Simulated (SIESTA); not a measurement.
MoSe, a slab with vacuum:

```
Mo Se
1.0
     3.32036    0.00000    0.00000
    -1.66018    2.87552    0.00000
     0.00000    0.00000   32.59125
Mo Se
2 2
Cartesian
  0.0000 0.0000 7.5000
  0.0000 0.0000 25.0913
  0.0000 1.9170 9.1538
  0.0000 1.9170 23.4375
```

Base run:

```yaml
Program: SIESTA 5.4.2
Functional: PBE
Potentials_or_basis: PseudoDojo 0.4 standard (PBE files)
Basis: DZP (energy shift 0.003 Ry; two zetas on semicore shells)
Grid_cutoff: 800 Ry
Energy_shift: 0.003 Ry
k_mesh: 9 × 9 × 1
Occupations: fermi-dirac, width 0.05 eV
Spin: no spin polarisation
```

Its results: band gap on the k mesh 0.08 eV, indirect (least direct gap 0.24 eV); largest force 0.187 eV/Å.

**Question.** The run is repeated on the same cell with these changes: functional from PBE to optB88-vdW; hubbard terms from none to Mo d U = 3 eV. What comes out?

**Answer.** Band gap on the k mesh 0.14 eV, indirect (least direct gap 0.23 eV); largest force 0.089 eV/Å.

Several settings changed at once, so the effect can't be laid on one alone.

Caveats: the basis of atomic orbitals isn't converged, which shifts pressures, moduli and gaps; the potentials were made for another functional, which shifts forces and pressure (some runs).

A k mesh can miss the band edges.
